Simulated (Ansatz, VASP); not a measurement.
Two plane-wave programs on Cu

```
Cu
1.0
    -1.45551    1.45551    1.38821
     1.45551   -1.45551    1.38821
     1.45551    1.45551   -1.38821
Cu
1
Direct
  0.00000 0.00000 0.00000
```

This isn't the form of Cu at room conditions, which is fcc.

Alike in both runs: task single point; functional PBEsol; k mesh 14 × 14 × 14; occupations methfessel-paxton of order 1, width 0.1 eV; no spin polarisation.

|  | VASP | Ansatz |
| --- | --- | --- |
| version | VASP 6.6.1 | Ansatz 0.2.0 |
| potentials or method | VASP PAW PBE potentials, release 64 (Cu) | plane waves, PAW |
| plane-wave cutoff (eV) | 520 | 500 |
| valence electrons in the cell | 11 | 19 |

```tsv
	VASP	Ansatz	Ansatz less VASP
pressure (GPa)	-4.6	-5.4	-0.74
largest component of the traceless stress (GPa)	0.39	0.38	-0.006
```

The two sets of potentials don't hold the same shells in valence.

Caveats: the PAW data sets were made with another functional, which shifts forces and pressure a little (VASP).
